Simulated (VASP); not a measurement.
# InAs (F-43m) in VASP: a series of runs, part 2 of 2

VASP 6.6.1. Earlier steps stand in the parts before.

**4. Relaxation of the atoms, PBE (a relaxed cell with its volume scaled by 0.96)**

INCAR

```
PREC = Accurate
ENCUT = 600
EDIFF = 1E-7
ISMEAR = 0
SIGMA = 0.03
LREAL = False
LASPH = True
NELM = 80
ALGO = Fast
ISIF = 2
LWAVE = False
LCHARG = False
GGA = PE
IBRION = 2
NSW = 40
EDIFFG = -0.01
```

KPOINTS

```
regular mesh
0
Gamma
  10 10 10
```

POSCAR

```
InAs                                    
1.0
    0.0000000000      3.0523142820      3.0523142820
    3.0523142820      0.0000000000      3.0523142820
    3.0523142820      3.0523142820      0.0000000000
  In              As            
     1     1
Direct
     0.0000000000000000    0.0000000000000000    0.0000000000000000
     0.2500000000000000    0.2500000000000000    0.2500000000000000
```

Potentials or basis: VASP PAW PBE potentials, release 64 (In_d, As).

Started as:

```bash
$ cat potpaw_PBE.64/In_d/POTCAR potpaw_PBE.64/As/POTCAR > POTCAR
$ mpirun -np 1 vasp_std > vasp.out
```

OUTCAR:

```text
PREC = Accurate
   ENCUT = 600
   EDIFF = 1E-7
   ISMEAR = 0
   LREAL = False
   LASPH = True
   NELM = 80
   ISIF = 2
   GGA = PE
   IBRION = 2
   NSW = 40
   EDIFFG = -0.01

 ion  position               nearest neighbor table
   1  0.000  0.000  0.000-   2 2.64   2 2.64   2 2.64   2 2.64
   2  0.250  0.250  0.250-   1 2.64   1 2.64   1 2.64   1 2.64

  LATTYP: Found a face centered cubic cell.
 ALAT       =     6.1046285640

  Lattice vectors:

 A1 = (   0.0000000000,   3.0523142820,   3.0523142820)
 A2 = (   3.0523142820,   0.0000000000,   3.0523142820)
 A3 = (   3.0523142820,   3.0523142820,   0.0000000000)

Analysis of symmetry for initial positions (statically):
=====================================================================
 Subroutine PRICEL returns:
 Original cell was already a primitive cell.

 Routine SETGRP: Setting up the symmetry group for a
 face centered cubic supercell.

 Subroutine GETGRP returns: Found 24 space group operations
 (whereof 24 operations were pure point group operations)
 out of a pool of 48 trial point group operations.

The static configuration has the point symmetry T_d .

Analysis of symmetry for dynamics (positions and initial velocities):
=====================================================================
 Subroutine PRICEL returns:
 Original cell was already a primitive cell.

 Routine SETGRP: Setting up the symmetry group for a
 face centered cubic supercell.

 Subroutine GETGRP returns: Found 24 space group operations
 (whereof 24 operations were pure point group operations)
 out of a pool of 48 trial point group operations.

The dynamic configuration has the point symmetry T_d .

 Subroutine INISYM returns: Found 24 space group operations
 (whereof 24 operations are pure point group operations),
 and found     1 'primitive' translations

----------------------------------------------------------------------------------------

                                     Primitive cell

  volume of cell :      56.8745

  direct lattice vectors                    reciprocal lattice vectors
     0.000000000  3.052314282  3.052314282    -0.163810130  0.163810130  0.163810130
     3.052314282  0.000000000  3.052314282     0.163810130 -0.163810130  0.163810130
     3.052314282  3.052314282  0.000000000     0.163810130  0.163810130 -0.163810130

  length of vectors
     4.316624254  4.316624254  4.316624254     0.283727468  0.283727468  0.283727468

  position of ions in fractional coordinates (direct lattice)
     0.000000000  0.000000000  0.000000000
     0.250000000  0.250000000  0.250000000

  ion indices of the primitive-cell ions
   primitive index   ion index
                 1           1
                 2           2

----------------------------------------------------------------------------------------

 KPOINTS: regular mesh

Automatic generation of k-mesh.
 Grid dimensions read from file:
 generate k-points for:   10   10   10

 Generating k-lattice:

  Cartesian coordinates                     Fractional coordinates (reciprocal lattice)
    -0.016381013  0.016381013  0.016381013     0.100000000  0.000000000  0.000000000
     0.016381013 -0.016381013  0.016381013     0.000000000  0.100000000  0.000000000
     0.016381013  0.016381013 -0.016381013     0.000000000  0.000000000  0.100000000

  Length of vectors
     0.028372747  0.028372747  0.028372747

  Shift w.r.t. Gamma in fractional coordinates (k-lattice)
     0.000000000  0.000000000  0.000000000

 Subroutine IBZKPT returns following result:
 ===========================================

 Found     47 irreducible k-points:

 Following reciprocal coordinates:
            Coordinates               Weight
  0.000000  0.000000  0.000000      1.000000
  0.100000  0.000000  0.000000      8.000000
  0.200000  0.000000  0.000000      8.000000
  0.300000  0.000000  0.000000      8.000000
  0.400000  0.000000  0.000000      8.000000
  0.500000  0.000000  0.000000      4.000000
[... 16 lines left out ...]
  0.300000  0.300000  0.000000      6.000000
  0.400000  0.300000  0.000000     24.000000
 [... further k-points ...]
   k-points           NKPTS =     47   k-points in BZ     NKDIM =     47   number of bands    NBANDS=     13
   number of dos      NEDOS =    301   number of ions     NIONS =      2
   total plane-waves  NPLWV =  46656
   dimension x,y,z NGX =    36 NGY =   36 NGZ =   36
   dimension x,y,z NGXF=    72 NGYF=   72 NGZF=   72
   ions per type =               1   1
   NGX,Y,Z   is equivalent  to a cutoff of  13.86, 13.86, 13.86 a.u.
   NGXF,Y,Z  is equivalent  to a cutoff of  27.73, 27.73, 27.73 a.u.
 SYSTEM =  unknown system
   PREC   = accura    normal or accurate (medium, high low for compatibility)
   ISTART =      0    job   : 0-new  1-cont  2-samecut
   ICHARG =      2    charge: 1-file 2-atom 10-const
   ISPIN  =      1    spin polarized calculation?
   LNONCOLLINEAR =      F non collinear calculations
   LSORBIT =      F    spin-orbit coupling
   LASPH  =      T    aspherical Exc in radial PAW
   ENCUT  =  600.0 eV  44.10 Ry    6.64 a.u.   8.62  8.62  8.62*2*pi/ulx,y,z
   NELM   =     80;   NELMIN=  2; NELMDL= -5     # of ELM steps
   EDIFF  = 0.1E-06   stopping-criterion for ELM
   LREAL  =      F    real-space projection
   EDIFFG = -.1E-01   stopping-criterion for IOM
   NSW    =     40    number of steps for IOM
   IBRION =      2    ionic relax: 0-MD 1-quasi-New 2-CG
   NFREE  =      1    steps in history (QN), initial steepest desc. (CG)
   ISIF   =      2    stress and relaxation
   ISYM   =      2    0-nonsym 1-usesym 2-fastsym
   POTIM  = 0.5000    time-step for ionic-motion
   TEBEG  =    0.0;   TEEND  =   0.0 temperature during run
   PSTRESS=    0.0 pullay stress
   NELECT =      18.0000    total number of electrons
   NUPDOWN=      -1.0000    fix difference up-down
   EMIN   =  10.00;   EMAX   =-10.00  energy-range for DOS
   EFERMI =   0.00;   METHOD = LEGACY
   ISMEAR =     0;   SIGMA  =   0.03  broadening in eV -4-tet -1-fermi 0-gaus
   EFERMI_NEDOS =   21; number of points for ismear=-14 and -15
   IALGO  =     68    algorithm
   IMIX   =      4    mixing-type and parameters
     AMIX     =   0.40;   BMIX     =  1.00
     AMIX_MAG =   1.60;   BMIX_MAG =  1.00
  volume/ion in A,a.u.               =      28.44       191.90
  Fermi-wavevector in a.u.,A,eV,Ry     =   1.115646  2.108265 16.934709  1.244666
  Thomas-Fermi vector in A             =   2.252253
   LORBIT       =      0    0 simple, 1 ext, 2 COOP (PROOUT), +10 PAW based schemes
   GGA     = PE    functional components
   LHFCALC =     F    Hartree Fock is set to
   AEXX    =    0.0000 exact exchange contribution
   IVDW    =     0    specifies the selected vdW correction
   LEPSILON=     F    determine dielectric tensor
   LRPA    =     F    only Hartree local field effects (RPA)
 conjugate gradient relaxation of ions
 non-spin polarized calculation
 RMM-DIIS sequential band-by-band and
 Gauss-broadening in eV      SIGMA  =   0.03
  energy-cutoff  :      600.00
  volume of cell :       56.87
 maximum number of plane-waves:      1917
   NGX = 17   NGY = 17   NGZ = 17

 number of electron      18.0000002 magnetization

 Free energy of the ion-electron system (eV)
  ---------------------------------------------------
  ext. energy  EPLUGINS =         0.00000000
  ---------------------------------------------------
  free energy    TOTEN  =        -7.70298735 eV

  energy without entropy =       -7.70294107  energy(sigma->0) =       -7.70296421

 E-fermi :   4.2317     XC(G=0):  -8.9688

 val. band max:        4.2225540977   @ k =   0.0000   0.0000   0.0000
 cond. band min:       5.0843421349   @ k =   0.1000   0.0000   0.0000
 fundamental gap:      0.8617880373
 Fermi energy:         4.2316911193

 k-point     1 :       0.0000    0.0000    0.0000
  band No.  band energies     occupation
      1     -10.1123      2.00000
      2     -10.1123      2.00000
      3     -10.1123      2.00000
      4      -9.9979      2.00000
      5      -9.9979      2.00000
      6      -7.4584      2.00000
      7       3.8824      2.00000
      8       4.2226      1.33334
      9       4.2226      1.33333
     10       4.2226      1.33333
     11       8.1183      0.00000
     12       8.1183      0.00000
     13       8.1183      0.00000
[... 354 lines left out ...]
  band No.  band energies     occupation
      1     -10.2454      2.00000
      2     -10.0582      2.00000
      3     -10.0560      2.00000
      4     -10.0213      2.00000
      5      -9.9822      2.00000
      6      -6.0799      2.00000
      7      -0.6756      2.00000
      8       2.1164      2.00000
      9       2.3716      2.00000
     10       6.2837      0.00000
     11       6.9785      0.00000
     12      10.7740      0.00000
     13      11.5051      0.00000

 [... further k-points ...]
[... 5 lines left out ...]
  --------------------------------------------------------------------------------------
  -------------------------------------------------------------------------------------
  Total        0.8003875      0.8003875      0.8003875      0.0000000      0.0000000     -0.0000000
  in kB       22.5472271     22.5472271     22.5472271      0.0000000      0.0000000     -0.0000000
  external PRESSURE =      22.5472271 kB  Pullay stress =       0.0000000 kB

 VOLUME and BASIS-vectors are now :
 -----------------------------------------------------------------------------
  energy-cutoff  :      600.00
  volume of cell :       56.87
      direct lattice vectors                 reciprocal lattice vectors
     0.000000000  3.052314282  3.052314282    -0.163810130  0.163810130  0.163810130
     3.052314282  0.000000000  3.052314282     0.163810130 -0.163810130  0.163810130
     3.052314282  3.052314282  0.000000000     0.163810130  0.163810130 -0.163810130

 POSITION                                       TOTAL-FORCE (eV/Angst)
 -----------------------------------------------------------------------------------
      0.00000      0.00000      0.00000         0.000000     -0.000000      0.000000
      1.52616      1.52616      1.52616        -0.000000      0.000000     -0.000000
 -----------------------------------------------------------------------------------
    total drift:                               -0.000000     -0.000000     -0.000000

  FREE ENERGIE OF THE ION-ELECTRON SYSTEM (eV)
  ---------------------------------------------------
  free  energy   TOTEN  =        -7.7029873459 eV

  energy  without entropy=       -7.7029410672  energy(sigma->0) =       -7.70296421

 reached required accuracy - stopping structural energy minimisation
```

Run time: 20 s. Hardware: 1 thread of Intel Xeon 6975P-C (Granite Rapids), shared host; peak memory 0.23 GiB.

What came out:

| Item | Value |
| --- | --- |
| Free energy | -7.7030 eV |
| Pressure after relaxing | 2.3 GPa |
| Band gap on the k mesh | none (metal or under the smearing width) |

Final structure:
```
CELL_PARAMETERS angstrom
0.00000 3.05231 3.05231
3.05231 0.00000 3.05231
3.05231 3.05231 0.00000
ATOMIC_POSITIONS crystal
In 0.00000 0.00000 0.00000
As 0.25000 0.25000 0.25000
```

Caveat: the relaxation stopped at its first step, so nothing moved.

**5. Relaxation of the atoms, PBE (a relaxed cell with its volume scaled by 0.98)**

INCAR is that of step 4.

KPOINTS is that of step 4.

POSCAR

```
InAs                                    
1.0
    0.0000000000      3.0733653906      3.0733653906
    3.0733653906      0.0000000000      3.0733653906
    3.0733653906      3.0733653906      0.0000000000
  In              As            
     1     1
Direct
     0.0000000000000000    0.0000000000000000    0.0000000000000000
     0.2500000000000000    0.2500000000000000    0.2500000000000000
```

Started as:

```bash
$ cat potpaw_PBE.64/In_d/POTCAR potpaw_PBE.64/As/POTCAR > POTCAR
$ mpirun -np 1 vasp_std > vasp.out
```

It took 22 s on 1 thread of Intel Xeon 6975P-C (Granite Rapids), shared host; peak memory 0.23 GiB.

Results (log left out):

```
Free energy             : -7.7150 eV
Pressure after relaxing : 1.1 GPa
Band gap on the k mesh  : none (metal or under the smearing width)
```

Final structure:
```
CELL_PARAMETERS angstrom
0.00000 3.07337 3.07337
3.07337 0.00000 3.07337
3.07337 3.07337 0.00000
ATOMIC_POSITIONS crystal
In 0.00000 0.00000 0.00000
As 0.25000 0.25000 0.25000
```

Levels at points of the mesh, in eV from the Fermi level:
```tsv
k point	band 7	band 8	band 9	band 10	band 11	band 12
(0.00, 0.00, 0.00)	-0.45	-0.01	-0.01	-0.01	3.87	3.87
(0.50, 0.00, 0.00)	-5.53	-0.93	-0.93	0.84	4.64	4.64
(0.50, 0.50, 0.00)	-5.64	-2.17	-2.17	1.62	2.04	8.86
```

Caveat: the relaxation stopped at its first step, so nothing moved.

**6. Relaxation of the atoms, PBE**

INCAR is that of step 5.

KPOINTS is that of step 5.

POSCAR

```
InAs                                    
1.0
    0.0000000000      3.0941320029      3.0941320029
    3.0941320029      0.0000000000      3.0941320029
    3.0941320029      3.0941320029      0.0000000000
  In              As            
     1     1
Direct
     0.0000000000000000    0.0000000000000000    0.0000000000000000
     0.2500000000000000    0.2500000000000000    0.2500000000000000
```

Potentials or basis: VASP PAW PBE potentials, release 64 (In_d, As).

Started as:

```bash
$ cat potpaw_PBE.64/In_d/POTCAR potpaw_PBE.64/As/POTCAR > POTCAR
$ mpirun -np 1 vasp_std > vasp.out
```

Run time: 21 s. Hardware: 1 thread of Intel Xeon 6975P-C (Granite Rapids), shared host; peak memory 0.23 GiB.

The run converged. Its results:

```yaml
Free_energy: -7.7190 eV
Pressure_after_relaxing: 0.1 GPa
Band_gap_on_the_k_mesh: none (metal or under the smearing width)
```

Final structure:
```xyz
2
Lattice="0.0000 3.0941 3.0941 3.0941 0.0000 3.0941 3.0941 3.0941 0.0000" Properties=species:S:1:pos:R:3 pbc="T T T"
In    0.0000    0.0000    0.0000
As    1.5471    1.5471    1.5471
```

Levels at points of the mesh, in eV from the Fermi level:
```csv
k point,band 7,band 8,band 9,band 10,band 11,band 12
"(0.00, 0.00, 0.00)",-0.56,-0.01,-0.01,-0.01,3.86,3.86
"(0.50, 0.00, 0.00)",-5.44,-0.90,-0.90,0.80,4.62,4.62
"(0.50, 0.50, 0.00)",-5.56,-2.11,-2.11,1.65,2.03,8.75
```

Caveat: the relaxation stopped at its first step, so nothing moved; this crystal is a semiconductor, whose small gap the functional closes, so the metal is an error of the method.

**7. Summary**

| task | cell | gap on the mesh (eV) | pressure (GPa) |
| --- | --- | --- | --- |
| relaxation of cell and atoms | relaxed | none | 0.0 |
| relaxation of the atoms | atoms relaxed from: a relaxed cell with its volume scaled by 0.94 | none | 3.5 |
| relaxation of the atoms | atoms relaxed from: a relaxed cell with its volume scaled by 0.96 | none | 2.3 |
| relaxation of the atoms | atoms relaxed from: a relaxed cell with its volume scaled by 0.98 | none | 1.1 |
| relaxation of the atoms | atoms relaxed | none | 0.1 |

Alike in all rows: level PBE; potentials or basis VASP PAW PBE potentials, release 64 (In_d, As); no spin polarisation; k mesh 10 × 10 × 10; cutoff (eV) 600; smearing gaussian 0.03 eV.

Caveats: the relaxation stopped at its first step, so nothing moved; this crystal is a semiconductor, whose small gap the functional closes, so the metal is an error of the method (some runs).

Total energies depend on the potentials used, so only differences within one code and one set of settings carry meaning.

**8. How close it comes**

Step 6. A measured gap of InAs is 0.418 eV (direct; 4.2 K; a printed reference work, data compilation); the calculated 0.00 eV misses it by -0.42 eV. Spin-orbit coupling on As, In is left out. The value is that of PBE on a finite k mesh, which can miss the band edges, without temperature or zero-point motion. Semilocal functionals fall short of measured gaps as a rule.
